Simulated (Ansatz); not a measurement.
# How much does Re in Mo(100), 2x2 scatter?, part 3 of 3

Wanted: the reflection from a plane of defects, Re in Mo(100), 2x2, and the resistivity it implies.

Ansatz 0.2.0; Ansatz plane-wave DFT, PBE, PAW files; ballistic transport by layer matching (Landauer), zero bias; PAW set soft_1 (the session's first sound run).

So far, resistivity per at.% scaled from this dense plane, with the factor 3/4 for isotropic scattering (µΩ cm): step 3 (resistance at ideal sites) 0.401.

## Step 5: Transmission after relaxation, relaxed yes

The transmission is solved again on the relaxed atoms.

This step: Ansatz plane-wave DFT, PBE, PAW files; ballistic transport by layer matching (Landauer), zero bias; PAW set soft_1 (Ansatz 0.2.0).

File input.yaml:

```yaml
crystal:
  lattice:
    - [6.294, 0.0, 0.0]
    - [0.0, 6.294, 0.0]
    - [0.0, 0.0, 28.323]
  atoms:
    - { symbol: Mo, position: [0.0, 0.0, 0.0277777778] }
    - { symbol: Mo, position: [0.0, 0.5, 0.0277777778] }
    - { symbol: Mo, position: [0.5, 0.0, 0.0277777778] }
    - { symbol: Mo, position: [0.5, 0.5, 0.0277777778] }
    - { symbol: Mo, position: [0.25, 0.25, 0.0833333333] }
    - { symbol: Mo, position: [0.25, 0.75, 0.0833333333] }
    - { symbol: Mo, position: [0.75, 0.25, 0.0833333333] }
    - { symbol: Mo, position: [0.75, 0.75, 0.0833333333] }
    - { symbol: Mo, position: [0.0, 0.0, 0.1388888889] }
    - { symbol: Mo, position: [0.0, 0.5, 0.1388888889] }
    - { symbol: Mo, position: [0.5, 0.0, 0.1388888889] }
    - { symbol: Mo, position: [0.5, 0.5, 0.1388888889] }
    - { symbol: Mo, position: [0.25, 0.25, 0.1944444444] }
    - { symbol: Mo, position: [0.25, 0.75, 0.1944444444] }
    - { symbol: Mo, position: [0.75, 0.25, 0.1944444444] }
    - { symbol: Mo, position: [0.75, 0.75, 0.1944444444] }
    - { symbol: Mo, position: [0.0, 0.0, 0.25] }
    - { symbol: Mo, position: [0.0, 0.5, 0.25] }
    - { symbol: Mo, position: [0.5, 0.0, 0.25] }
    - { symbol: Mo, position: [0.5, 0.5, 0.25] }
    - { symbol: Mo, position: [0.25, 0.25, 0.3057241024] }
    - { symbol: Mo, position: [0.25, 0.75, 0.3056169901] }
    - { symbol: Mo, position: [0.75, 0.25, 0.3056169901] }
    - { symbol: Mo, position: [0.75, 0.75, 0.3055460233] }
    - { symbol: Mo, position: [-4.72243e-05, -4.72243e-05, 0.3612600453] }
    - { symbol: Mo, position: [-4.72243e-05, 0.5000472243, 0.3612600453] }
    - { symbol: Mo, position: [0.5000472243, -4.72243e-05, 0.3612600453] }
    - { symbol: Mo, position: [0.5000472243, 0.5000472243, 0.3612600453] }
    - { symbol: Mo, position: [0.25, 0.25, 0.4170184233] }
    - { symbol: Mo, position: [0.25, 0.75, 0.4168118699] }
    - { symbol: Mo, position: [0.75, 0.25, 0.4168118699] }
    - { symbol: Mo, position: [0.75, 0.75, 0.416452443] }
    - { symbol: Mo, position: [-0.0001364988, -0.0001364988, 0.4723278283] }
    - { symbol: Mo, position: [-0.0001364988, 0.5001364988, 0.4723278283] }
    - { symbol: Mo, position: [0.5001364988, -0.0001364988, 0.4723278283] }
    - { symbol: Mo, position: [0.5001364988, 0.5001364988, 0.4723278283] }
    - { symbol: Re, position: [0.25, 0.25, 0.5278030893] }
    - { symbol: Mo, position: [0.25, 0.75, 0.5278025778] }
    - { symbol: Mo, position: [0.75, 0.25, 0.5278025778] }
    - { symbol: Mo, position: [0.75, 0.75, 0.527804314] }
    - { symbol: Mo, position: [-0.0001346882, -0.0001346882, 0.5832755226] }
    - { symbol: Mo, position: [-0.0001346882, 0.5001346882, 0.5832755226] }
    - { symbol: Mo, position: [0.5001346882, -0.0001346882, 0.5832755226] }
    - { symbol: Mo, position: [0.5001346882, 0.5001346882, 0.5832755226] }
    - { symbol: Mo, position: [0.25, 0.25, 0.6385833908] }
    - { symbol: Mo, position: [0.25, 0.75, 0.6387902355] }
    - { symbol: Mo, position: [0.75, 0.25, 0.6387902355] }
    - { symbol: Mo, position: [0.75, 0.75, 0.6391534794] }
    - { symbol: Mo, position: [9.7779e-06, 9.7779e-06, 0.6943381078] }
    - { symbol: Mo, position: [9.7779e-06, 0.4999902221, 0.6943381078] }
    - { symbol: Mo, position: [0.4999902221, 9.7779e-06, 0.6943381078] }
    - { symbol: Mo, position: [0.4999902221, 0.4999902221, 0.6943381078] }
    - { symbol: Mo, position: [0.25, 0.25, 0.75] }
    - { symbol: Mo, position: [0.25, 0.75, 0.75] }
    - { symbol: Mo, position: [0.75, 0.25, 0.75] }
    - { symbol: Mo, position: [0.75, 0.75, 0.75] }
    - { symbol: Mo, position: [0.0, 0.0, 0.8055555556] }
    - { symbol: Mo, position: [0.0, 0.5, 0.8055555556] }
    - { symbol: Mo, position: [0.5, 0.0, 0.8055555556] }
    - { symbol: Mo, position: [0.5, 0.5, 0.8055555556] }
    - { symbol: Mo, position: [0.25, 0.25, 0.8611111111] }
    - { symbol: Mo, position: [0.25, 0.75, 0.8611111111] }
    - { symbol: Mo, position: [0.75, 0.25, 0.8611111111] }
    - { symbol: Mo, position: [0.75, 0.75, 0.8611111111] }
    - { symbol: Mo, position: [0.0, 0.0, 0.9166666667] }
    - { symbol: Mo, position: [0.0, 0.5, 0.9166666667] }
    - { symbol: Mo, position: [0.5, 0.0, 0.9166666667] }
    - { symbol: Mo, position: [0.5, 0.5, 0.9166666667] }
    - { symbol: Mo, position: [0.25, 0.25, 0.9722222222] }
    - { symbol: Mo, position: [0.25, 0.75, 0.9722222222] }
    - { symbol: Mo, position: [0.75, 0.25, 0.9722222222] }
    - { symbol: Mo, position: [0.75, 0.75, 0.9722222222] }
kpoints:
  mp_grid: { grid: [4, 4, 1] }
hamiltonian:
  xc: pbe
  pseudopotentials: { kind: paw, azcp: { folder: soft_1 } }
scf:
  occupations: { method: fermi_dirac, width: 0.1 }
output:
  transmission: { leads: [[0, 4]], kmesh: [8, 8], e_range: [-0.05, 0.05], de: 0.05 }
  write_potential: true
  write_density: true
  volumetric_format: npy
```

The run is started by

```
$ ansatz run input.yaml --threads 4 --pin off --max-ram 15360MiB --backend cpu --events-out ev --progress --plain --runs-dir out
```

Numbers of over 12 decimals in the logs are rounded to 6 here.

The log of the run:

```text
[...]
Crystal: 72 atoms, lattice volume = 1122.000 Å³
Basis set: ecut = 420 eV, 21955 PW (Γ)
Bands: 606, of which v1, the nominal top of the filled ones, is band 505 counted from 1 (504 counted from 0)
Symmetry: 8 space group operations
[...]
k-points: 6 of 16
[...]
SCF iter   1: F=—  HF=-362815.305291 eV  |F-HF|=—  |Δ(HF+E_count)|=         —  Δρ=1.18e-1  dr2=3.08e3  ethr=3.10e-3  ⟨swp⟩=4.8  Hψ=11400  notcnv=0
[...]
SCF iter  10: F=-362749.646414 eV  HF=-362749.646414 eV  |F-HF|=7.28e-9  |Δ(HF+E_count)|=   8.91e-9  Δρ=3.24e-7  dr2=7.80e-9  ethr=9.91e-12  ⟨swp⟩=5.8  Hψ=9204  notcnv=0
SCF 1 converged in 10 iterations: F = -362749.646414 eV  dr2 = 7.80e-9
[...]
transmission: 86 of 840 steps passed
transmission: 168 of 840 steps passed
[...]
transmission: 840 of 840 steps passed
SCF converged after 10 iterations
Free energy (F): -362749.646414 eV
[...]
Internal energy: -362748.021059 eV  (E = F + TS)
E sigma→0 (E₀):  -362748.833736 eV
Entropy (-TS):   -1.625356 eV (-22.574 meV/atom)
Fermi energy:    21.144506 eV
[...]
--- Band table (eV; the first three rows and the last of 6) ---
  k-point 0: bands = [... 501 lower, 20.9700, 20.9700, 20.9797, 20.9827, 20.9882, 20.9882, 20.9882, 21.5231, ... 97 higher]
  k-point 1: bands = [... 501 lower, 21.0721, 21.1163, 21.1609, 21.1650, 21.1738, 21.1757, 21.1857, 21.1871, ... 97 higher]
  k-point 2: bands = [... 501 lower, 21.0351, 21.0527, 21.0536, 21.2295, 21.2640, 21.3319, 21.3346, 21.3521, ... 97 higher]
  k-point 5: bands = [... 501 lower, 20.3870, 20.3952, 20.4038, 21.4676, 21.4695, 21.4879, 21.4879, 22.2154, ... 97 higher]
--- Transmission ---
  basis      : 349 plane waves across, 56 finite elements along
  points     : 15, standing for a mesh of 8 x 8
[...]
channels       : 6.593750e0 a spin
[...]
slowest decay  : 0.0395 /Å at (0.5000, 0.3750)
  junction   : crystal 0 to crystal 0, 0.88 to 27.63 Å
    transmission   : 6.411932e0 a spin
[...]
```

It took 4.6 min on 4 threads of AMD EPYC 9R14 (Zen 4), shared host; peak memory 8.7 GiB; 18 min of CPU time.

Numbers from this step:

```
free energy                                   : -362749.6464 eV
energy at zero smearing                       : -362748.8337 eV
transmission per spin nearest the Fermi level : 6.412
```

Per spin. Table of transmission, zone mean by energy, zero at the Fermi level:

```
energy (eV)  transmission, zone mean
    -0.0500                     6.47
     0.0000                     6.41
     0.0500                     6.34
```

Transmission over k1 and k2. At 0.0000 eV from the Fermi level.

Values, 8 rows by 8 columns:
```
 0.0  1.0  2.0  4.9  6.9  4.9  2.0  1.0
 2.0  2.0  4.7 11.5 14.1 11.5  4.7  2.0
 4.0  4.9 11.5 13.8 13.8 13.8 11.5  4.9
 4.0  6.9 14.1 13.8 13.9 13.8 14.1  6.9
 4.0  4.9 11.5 13.8 13.8 13.8 11.5  4.9
 2.0  2.0  4.7 11.5 14.1 11.5  4.7  2.0
 0.0  1.0  2.0  4.9  6.9  4.9  2.0  1.0
 0.0  0.0  2.0  4.0  4.0  4.0  2.0  0.0
```
Columns: k1 (b1) from -0.5 to 0.375; rows upwards: k2 (b2) from -0.5 to 0.375.

Over the solved energies the transmission per spin lies between 6.34 and 6.47, out of 6.59 channels of the lead on average (up to 6.66).

## Step 6: Resistance after relaxation

This step: Ansatz plane-wave DFT, PBE, PAW files; ballistic transport by layer matching (Landauer), zero bias; area resistance of the defect plane and resistivity an atomic per cent; PAW set soft_1 (Ansatz 0.2.0).

This step gave:

```
area resistance                                                                                 : 0.02254 fΩ m²
T over the leads' mean channel count                                                            : 0.9718
resistivity per at.% scaled from this dense plane, with the factor 3/4 for isotropic scattering : 0.4297 µΩ cm
```

Averaged over the energies near the Fermi level, 97.2 % of the channels pass, which makes 0.0225 fΩ m², against 0.0210 on ideal sites.

## Step 7: What came out

| Quantity | Value |
| --- | --- |
| share of channels that pass, rigid | 0.974 |
| area resistance, rigid | 0.0210 fΩ m² |
| resistivity per at.% from the area resistance, times 3/4, rigid | 0.401 µΩ cm |
| share of channels that pass, relaxed | 0.972 |
| area resistance, relaxed | 0.0225 fΩ m² |
| resistivity per at.% from the area resistance, times 3/4, relaxed | 0.430 µΩ cm |

The plane of defects adds 0.023 fΩ m². Scaled to one atomic per cent that is 0.57 µΩ cm as it stands and 0.43 with the factor 3/4 for isotropic scattering on a spherical Fermi surface. These are rough estimates of the dilute value, not bounds. One Re in each 2x2 cell reflects 2.8 % of the lead's channels. The relaxed cell differs by 7.1 % in resistance; between the two runs the lead's own channel count goes from 6.59 to 6.59, so the change comes from the moved atoms. The defects form a dense periodic sheet that scatters coherently, unlike a dilute random alloy. T and N are means over the solved energies nearest the Fermi level. Spin-orbit coupling is left out, which matters for Re.

[Logs are printed without paths, hosts, clocks, repeated set-up lines and the standing remarks that a program may print on its own settings, such as how far it seeks lower states.]

[Hosts, paths, dates, database ids (printed as entryN), source tags and the programs' standing remarks are cut or masked in the printed files.]
